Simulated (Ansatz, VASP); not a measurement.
# Two plane-wave programs on Ti

```
CELL_PARAMETERS angstrom
-1.64100 1.64100 1.64100
1.64100 -1.64100 1.64100
1.64100 1.64100 -1.64100
ATOMIC_POSITIONS crystal
Ti 0.00000 0.00000 0.00000
```

This isn't the form of Ti at room conditions, which is hcp.

Alike in both runs: task single point; functional r2SCAN; k mesh 8 × 8 × 8; occupations gaussian, width 0.1 eV; no spin polarisation.

|  | VASP | Ansatz |
| --- | --- | --- |
| version | VASP 6.6.1 | Ansatz 0.2.0 |
| potentials or method | VASP PAW PBE potentials, release 64 (Ti_sv) | scalar-relativistic, plane waves, PAW |
| plane-wave cutoff (eV) | 520 | 500 |
| valence electrons in the cell | 12 | 12 |

Ansatz gave:

```
gap on the k mesh at the Fermi level (eV) : none
pressure (GPa)                            : -3.3
```

**Question.** Estimate VASP's values.

**Answer.** gap on the k mesh at the Fermi level (eV): none; pressure (GPa): -3.0.

A gap of «none» marks a metal or a gap that the smearing closes. With one functional, cell and mesh, what is left measures potentials, basis and numerics.

Caveats: the PAW data sets were made with another functional, which shifts forces and pressure a little (VASP).
